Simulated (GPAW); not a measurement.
Set up this calculation in GPAW 26.7.0, as an ASE script.

```yaml
Task: equation of state
Functional: LDA
Potentials_or_basis: PAW data sets generated in the run's folder for this functional
Cutoff: 600 eV
Basis: pw
k_mesh: 2 × 5 × 4
Occupations: fermi-dirac, width 0.05 eV
Spin: no spin polarisation
Maxiter: 150
Eos_scales: "[0.94, 0.96, 0.98, 1.0, 1.02, 1.04, 1.06]"
```

The system is GeS.

```
Ge S
1.0
    10.48100    0.00000    0.00000
     0.00000    3.64600    0.00000
     0.00000    0.00000    4.29900
Ge S
4 4
Direct
  0.87790 0.75000 0.87230
  0.62210 0.25000 0.37230
  0.12210 0.25000 0.12770
  0.37790 0.75000 0.62770
  0.15050 0.75000 0.49770
  0.34950 0.25000 0.99770
  0.84950 0.25000 0.50230
  0.65050 0.75000 0.00230
```

These files were run (other wordings do the same):

run.py

```python
from ase.eos import EquationOfState
from ase.io import Trajectory
from ase.spacegroup import crystal
from ase.units import GPa
from gpaw import GPAW, PW, setup_paths

setup_paths.insert(0, '.')

# Ge 4c
# S 4c
atoms = crystal(['Ge', 'S'],
                basis=[[0.8779, 0.75, 0.8723],
                       [0.1505, 0.75, 0.4977]],
                spacegroup=62, setting=1,  # Pnma
                cellpar=[10.481, 3.646, 4.299, 90.0, 90.0, 90.0],
                primitive_cell=True)

traj = Trajectory('eos.traj', 'w')
volumes, energies = [], []
for x in [0.94, 0.96, 0.98, 1.0, 1.02, 1.04, 1.06]:
    a = atoms.copy()
    a.set_cell(atoms.cell * x**(1 / 3), scale_atoms=True)
    calc = GPAW(mode=PW(600),
                xc='LDA',
                kpts={'size': (2, 5, 4), 'gamma': True},
                occupations={'name': 'fermi-dirac', 'width': 0.05},
                nbands=37,
                convergence={'density': 1e-05, 'energy': 1e-05},
                maxiter=150,
                txt=f'eos-{x:.2f}.txt')
    a.calc = calc
    energies.append(a.get_potential_energy(force_consistent=True))
    volumes.append(a.get_volume())
    p = -a.get_stress()[:3].mean() / GPa
    calc.write(f'eos-{x:.2f}.gpw')
    traj.write(a)
    print(f'{x:.2f} {volumes[-1]:10.4f} A^3 {energies[-1]:14.6f} eV {p:9.3f} GPa', flush=True)

v0, e0, B = EquationOfState(volumes, energies, eos='birchmurnaghan').fit()
print(f'V0 = {v0:.4f} A^3, E0 = {e0:.6f} eV, B0 = {B / GPa:.2f} GPa')
```

Potentials or basis: PAW data sets generated in the run's folder for this functional, pw.

Command:

```sh
$ gpaw-setup -f LDA Ge S
$ OMP_NUM_THREADS=1 python run.py
```

It gave:

```json
{"Equilibrium volume": "19.77 Å³/atom", "Bulk modulus at fixed shape and positions": "73 GPa", "Pressure derivative of the bulk modulus": "4.2"}
```

Caveat: the k mesh is coarse (spacing up to 0.37 Å⁻¹), so the values aren't converged; the cell was scaled at fixed shape and fractional positions, which overstates the stiffness of a crystal with free parameters, most of all of layers and chains.

It took 6 min on 1 thread of INTEL(R) XEON(R) PLATINUM 8581C CPU @ 2.10GHz (Emerald Rapids), on a shared host, peak memory 0.62 GiB.
